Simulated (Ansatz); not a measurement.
Given:

InN (wurtzite)

```
InN
1.0
    3.58053     0.00000     0.00000
   -1.79026     3.10083     0.00000
    0.00000     0.00000     5.78779
In N
2 2
Direct
  0.66667   0.33333   0.50197
  0.33333   0.66667   0.00197
  0.66667   0.33333   0.12323
  0.33333   0.66667   0.62323
```

In this cell atom 4 (N, nearest neighbour In at 2.183 Å; its periodic images, 3.6 Å or more away, move with it) is moved by s along Cartesian z, unit vector (0.000, 0.000, 1.000); all other atoms and the cell stay fixed.

Calculation: PBE (plane waves to 420 eV, PAW, scalar-relativistic; Ansatz, an electronic-structure program). k mesh 9×9×5 (Γ-centred), Fermi-Dirac smearing 0.05 eV. Energies are smeared free energies. With partly filled bands, energies and forces of such displacements shift with the k mesh and the smearing. At this level the bands of InN touch or barely overlap; measurements give the solid a gap. InN was relaxed with its symmetry unable to fall. The zero of ΔE is the undisplaced structure.

The scan covers s from -0.220 to 0.220 Å in 11 points.

Question: Is this a single well or a double well?

Answer: A single well with its minimum at or next to zero displacement.

Question: Is the energy the same for displacements of ±0.220 Å, and if not, which side lies higher?

Answer: Not even: the positive side lies higher at ±0.220 Å. With its periodic images moving along, the atom's site symmetry in this cell is 3m..

Question: What force acts on the atom along the line at s = -0.220 Å?

Answer: 1.65 eV/Å.

Question: What is the energy change at s = 0.220 Å?

Answer: 373 meV/cell.

Question: What is the force constant k = d²E/ds² of this move at s = 0?

Answer: 11.5 eV/Å².

(A displaced cell: forces are minus the slopes of the energy, force constants its curvatures, and phonons follow from these.)
